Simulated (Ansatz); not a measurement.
# A defect in a wire: Mo wire along [111], 4 atoms a period, Co in place of one Mo

Aim: how much does this defect scatter, and at which energies?

Main program and level: Ansatz 0.2.0; DFT PBE, plane waves, PAW; relaxation of a wire's period, in the first sound run; inputs show where later runs differ.

Most raw output is cut from this account.

## (1) Starting point

The cell holds 4 atoms: 4 Mo. Its edges and angles: a = 11.269 Å, b = 9.380 Å, c = 2.737 Å, α = 90.0°, β = 90.0°, γ = 90.0°. Vacuum lies along a and b. The structure's axis is c.

## (2) Relaxing the period

Band widths follow the bond lengths, so the wire is relaxed first. The atoms and the third cell vector are free; the box across stays fixed as vacuum. A Fermi-Dirac smearing is set since the result may be a metal. The pressure printed is a third of the stress's trace over the whole box, vacuum included; only the stress along the axis is relaxed.

input.yaml

```yaml
crystal:
  lattice:
    - [11.269, 0.0, 0.0]
    - [0.0, 9.38, 0.0]
    - [0.0, 0.0, 2.736640276]
  atoms:
    - { symbol: Mo, position: [0.301712663, 0.500006887, 0.0] }
    - { symbol: Mo, position: [0.499996222, 0.362473348, 0.333333333] }
    - { symbol: Mo, position: [0.499996222, 0.637540426, 0.666666667] }
    - { symbol: Mo, position: [0.698279781, 0.500006887, 0.0] }
kpoints:
  mp_grid: { grid: [1, 1, 30] }
scf:
  occupations: { method: fermi_dirac, width: 0.05 }
hamiltonian:
  xc: pbe
relax:
  cell: { fix: [a, b, alpha, beta, gamma] }
  max_steps: 60
```

On the command line:

```
$ ansatz run input.yaml --threads 4 --pin off --max-ram 16384MiB --backend cpu --events-out ev --progress --plain --runs-dir out
```

Elapsed: 21 s, on 4 threads of Arm Neoverse V1, shared host; peak memory 0.64 GiB.

Relaxation path:

```tsv
step	energy less that of the first step (eV)	largest force component (eV/Å)	pressure (GPa)	volume (Å³)
1	0.0000	3.2179	-6.63	289.27
2	-1.4899	0.7497	-0.43	283.26
3	-1.6135	0.5077	0.78	283.64
4	-1.6328	0.1174	-0.01	285.00
5	-1.6346	0.0829	0.00	286.06
6	-1.6369	0.0411	0.07	287.77
7	-1.6371	0.0077	0.04	288.09
8*	-1.6370	0.0079	0.04	288.09
```

Relaxation steps marked * repeat the geometry before them on a plane-wave basis chosen anew for their cell, so energy and pressure can jump there.

The run keeps the 4 symmetry operations that it works with, so distortions that break them were not tested.

```tsv
cell as run	before	after	change
c (Å)	2.737	2.725	-0.4 %
```

The atoms that moved most (Å, along periodic axes as changes of fractional coordinates times the final cell, across vacuum about the mean position):

```tsv
atom	dx	dy	dz	length
Mo1	0.275	0.000	0.000	0.275
Mo4	-0.275	0.000	0.000	0.275
Mo3	0.000	-0.115	0.133	0.176
Mo2	0.000	0.115	-0.133	0.176
```

This step gave:

```
energy at zero smearing    : -19815.5939 eV
cell length along the wire : 2.725 Å
```

The cell's length comes to 2.725 Å with spin left out.

## (3) The wire at its relaxed period

This step: DFT PBE, plane waves, PAW; channels and complex bands of a perfect wire (Ansatz 0.2.0).

At the relaxed period the Bloch states of the perfect wire are found at each energy: those that move forward count the open channels, and those that decay describe how a disturbance dies away inside the wire itself. An energy step of 0.035 eV is under the 0.039 eV that the program asks for its thermal average at 300 K.

input.yaml

```yaml
crystal:
  lattice:
    - [11.269, 0.0, 0.0]
    - [0.0, 9.38, 0.0]
    - [0.0, 0.0, 2.7254337707]
  atoms:
    - { symbol: Mo, position: [0.326138267, 0.500006887, 0.0] }
    - { symbol: Mo, position: [0.499996222, 0.374747845, 0.284461863] }
    - { symbol: Mo, position: [0.499996222, 0.625265929, 0.715538137] }
    - { symbol: Mo, position: [0.673854177, 0.500006887, 0.0] }
kpoints:
  mp_grid: { grid: [1, 1, 30] }
scf:
  occupations: { method: fermi_dirac, width: 0.05 }
hamiltonian:
  xc: pbe
output:
  transmission:
    e_range: [-1.26, 1.26]
    de: 0.035
    kmesh: [1, 1]
    reduced_basis: true
    leads: [[0, 0]]
basis:
  ecutwfc: "350 eV"
```

Elapsed: 2.1 min, on 4 threads; peak memory 1.4 GiB.

This step gave:

```yaml
energy_at_zero_smearing: -19815.5810 eV
channels_at_the_energy_nearest_the_fermi_level_one_spin: 4
conductance_of_the_lead_as_this_run_defines_it: 4.130 G₀
band_gap: 0 eV
```

Table of open channels of the lead, one spin by energy, zero at the Fermi level:

```tsv
energy (eV)	open channels of the lead, one spin
-1.26	3
-1.19	5
-1.08	2
-1.01	4
-0.91	6
-0.84	6
-0.73	6
-0.67	6
-0.56	6
-0.49	4
-0.39	5
-0.32	5
-0.21	5
-0.14	5
-0.04	4
0.00	4
0.04	4
0.14	4
0.21	4
0.32	6
0.39	6
0.49	6
0.56	8
0.67	8
0.73	8
0.84	7
0.91	7
1.01	6
1.08	5
1.19	7
1.26	5
```

The slowest values at each energy, most degenerate partners merged, listed up to 1.5 1/Å. The Im kz of the slowest decaying states by energy, zero at the Fermi level:

```tsv
energy (eV)	decay 1 (Å⁻¹)	decay 2 (Å⁻¹)	decay 3 (Å⁻¹)	decay 4 (Å⁻¹)
-1.190	0.144	0.177	0.188	0.357
-1.085	0.0134	0.122	0.178	0.187
-1.015	0.0940	0.186	0.215	0.322
-0.910	0.187	0.245	0.290	0.380
-0.805	0.192	0.241	0.269	0.367
-0.700	0.148	0.196	0.290	0.352
-0.595	0.0364	0.135	0.197	0.309
-0.490	0.0198	0.106	0.194	0.265
-0.385	0.132	0.188	0.225	0.292
-0.315	0.140	0.183	0.275	0.293
-0.210	0.134	0.170	0.246	0.357
-0.105	0.0839	0.153	0.209	0.347
0.000	0.0735	0.0891	0.127	0.158
0.105	0.0498	0.0620	0.123	0.136
0.210	0.0603	0.128	0.146	0.175
0.315	0.125	0.162	0.205	0.288
0.385	0.107	0.170	0.221	0.277
0.490	0.0509	0.178	0.242	0.260
0.595	0.181	0.239	0.259	0.305
0.700	0.179	0.211	0.273	0.278
0.805	0.144	0.163	0.175	0.233
0.910	0.0534	0.127	0.138	0.254
1.015	0.0609	0.164	0.213	0.272
1.085	0.0171	0.0546	0.187	0.250
1.190	0.0187	0.216	0.217	0.278
```

By hand: the program gives 3.0275 × 10^14 S/m² over the cell's cross-section of 105.70 Å² = 1.057 × 10^-18 m², so one cell conducts 3.200 × 10^-4 S. Divided by G0 = 2e²/h = 7.748 × 10^-5 S this is 4.13 G0, a resistance of 3.12 kΩ.

At the computed energy nearest the Fermi level there are 4 channels a spin, and the thermal average gives 4.13 G₀.

## (4) Relaxation of the scattering region

This step: DFT PBE, plane waves, PAW; relaxation of a junction in a wire, ends held (Ansatz 0.2.0).

System of this step: Mo wire along [111], 4 atoms a period, Co in place of one Mo. The cell holds 36 atoms: 35 Mo and 1 Co. Its edges and angles: a = 11.269 Å, b = 9.380 Å, c = 24.529 Å, α = 90.0°, β = 90.0°, γ = 90.0°. Regions: held atoms, 24 atoms (24 Mo); free atoms, 12 atoms (11 Mo and 1 Co). Vacuum lies along a and b. The structure's axis is c.

12 atoms at the defect are free to relax, while 24 stay where the perfect wire has them, so that the ends still repeat as a lead. The cutoff is set under the files' recommended one to save time.

input.yaml

```yaml
crystal:
  lattice:
    - [11.269, 0.0, 0.0]
    - [0.0, 9.38, 0.0]
    - [0.0, 0.0, 24.528903936]
  atoms:
    - { symbol: Mo, position: [0.326138267, 0.500006887, 0.0] }
    - { symbol: Mo, position: [0.499996222, 0.374747845, 0.031606874] }
    - { symbol: Mo, position: [0.499996222, 0.625265929, 0.079504237] }
    - { symbol: Mo, position: [0.673854177, 0.500006887, 0.0] }
    - { symbol: Mo, position: [0.326138267, 0.500006887, 0.111111111] }
    - { symbol: Mo, position: [0.499996222, 0.374747845, 0.142717985] }
    - { symbol: Mo, position: [0.499996222, 0.625265929, 0.190615349] }
    - { symbol: Mo, position: [0.673854177, 0.500006887, 0.111111111] }
[... 24 atom lines left out ...]
    - { symbol: Mo, position: [0.326138267, 0.500006887, 0.888888889] }
    - { symbol: Mo, position: [0.499996222, 0.374747845, 0.920495763] }
    - { symbol: Mo, position: [0.499996222, 0.625265929, 0.968393126] }
    - { symbol: Mo, position: [0.673854177, 0.500006887, 0.888888889] }
magnetization:
  spin_polarized: true
kpoints:
  mp_grid: { grid: [1, 1, 2] }
scf:
  occupations: { method: fermi_dirac, width: 0.1 }
hamiltonian:
  xc: pbe
relax:
  constraints:
    - { sites: [0, 1, 2, 3, 4, 5, 6, 7, 8, 9, 10, 11, 24, 25, 26, 27, 28, 29, 30, 31, 32, 33, 34, 35] }
  f_tol: 0.06
  max_steps: 35
basis:
  ecutwfc: "350 eV"
```

Elapsed: 32 min, on 4 threads; peak memory 8.1 GiB.

Relaxation path:

```tsv
step	energy less that of the first step (eV)	largest force component (eV/Å)
1	0.0000	0.6836
2	-0.1667	0.6016
3	-0.2390	0.2767
4	-0.2553	0.0937
5	-0.2610	0.0665
6	-0.2635	0.0685
7	-0.2613	0.0986
8	-0.2647	0.0079
```

Relaxation step 7 was tried and not accepted.

Forces are held to the 2 operations that the run works with; a distortion that breaks them can't arise in this run.

The atoms that moved most (Å):

```tsv
atom	dx	dy	dz	length
Co19	0.000	-0.342	-0.042	0.345
Mo18	0.000	-0.264	0.041	0.267
Mo20	-0.018	-0.236	0.088	0.253
Mo17	0.018	-0.236	0.088	0.253
Mo15	0.000	-0.127	0.182	0.222
Mo21	0.028	-0.217	-0.011	0.219
Mo24	-0.028	-0.217	-0.011	0.219
Mo22	0.000	-0.212	0.030	0.214
```

Final coordinates:

```cif
data_structure
_symmetry_space_group_name_H-M 'P 1'
_symmetry_Int_Tables_number 1
_cell_length_a 11.2690
_cell_length_b 9.3800
_cell_length_c 24.5289
_cell_angle_alpha 90.000
_cell_angle_beta 90.000
_cell_angle_gamma 90.000
_cell_volume 2592.78
loop_
_atom_site_label
_atom_site_type_symbol
_atom_site_fract_x
_atom_site_fract_y
_atom_site_fract_z
_atom_site_occupancy
Mo1 Mo 0.32614 0.50001 0.00000 1
Mo2 Mo 0.50000 0.37475 0.03161 1
Mo3 Mo 0.50000 0.62527 0.07950 1
Mo4 Mo 0.67385 0.50001 0.00000 1
Mo5 Mo 0.32614 0.50001 0.11111 1
Mo6 Mo 0.50000 0.37475 0.14272 1
Mo7 Mo 0.50000 0.62527 0.19062 1
Mo8 Mo 0.67385 0.50001 0.11111 1
Mo9 Mo 0.32614 0.50001 0.22222 1
Mo10 Mo 0.50000 0.37475 0.25383 1
Mo11 Mo 0.50000 0.62527 0.30173 1
Mo12 Mo 0.67385 0.50001 0.22222 1
Mo13 Mo 0.32824 0.50412 0.33578 1
Mo14 Mo 0.50000 0.37108 0.36481 1
Mo15 Mo 0.50000 0.61174 0.42025 1
Mo16 Mo 0.67175 0.50412 0.33578 1
Mo17 Mo 0.32775 0.47481 0.44803 1
Mo18 Mo 0.50000 0.34657 0.47773 1
Co19 Co 0.50000 0.58877 0.52222 1
Mo20 Mo 0.67224 0.47481 0.44803 1
Mo21 Mo 0.32862 0.47691 0.55511 1
Mo22 Mo 0.50000 0.35212 0.58837 1
Mo23 Mo 0.50000 0.61649 0.63053 1
Mo24 Mo 0.67138 0.47691 0.55511 1
Mo25 Mo 0.32614 0.50001 0.66667 1
Mo26 Mo 0.50000 0.37475 0.69827 1
Mo27 Mo 0.50000 0.62527 0.74617 1
Mo28 Mo 0.67385 0.50001 0.66667 1
Mo29 Mo 0.32614 0.50001 0.77778 1
Mo30 Mo 0.50000 0.37475 0.80938 1
Mo31 Mo 0.50000 0.62527 0.85728 1
Mo32 Mo 0.67385 0.50001 0.77778 1
Mo33 Mo 0.32614 0.50001 0.88889 1
Mo34 Mo 0.50000 0.37475 0.92050 1
Mo35 Mo 0.50000 0.62527 0.96839 1
Mo36 Mo 0.67385 0.50001 0.88889 1
```

Numbers from this step:

- energy at zero smearing: -178510.2041 eV
- total moment: 0 μB
- absolute moment: 0 μB

The largest force component on a free atom ends at 0.008 eV/Å, under the limit of 0.06. Co ends nearest to Mo at 2.34 Å, Mo at 2.34 Å, Mo at 2.51 Å, Mo at 2.52 Å, Mo at 2.67 Å, Mo at 2.75 Å and Mo at 2.87 Å.

[end of part 1 of 2]

[Logs are printed without paths, hosts, clocks, repeated set-up lines and the standing remarks that a program may print on its own settings, such as how far it seeks lower states.]

[Hosts, paths, dates, database ids (printed as entryN), source tags and the programs' standing remarks are cut or masked in the printed files.]
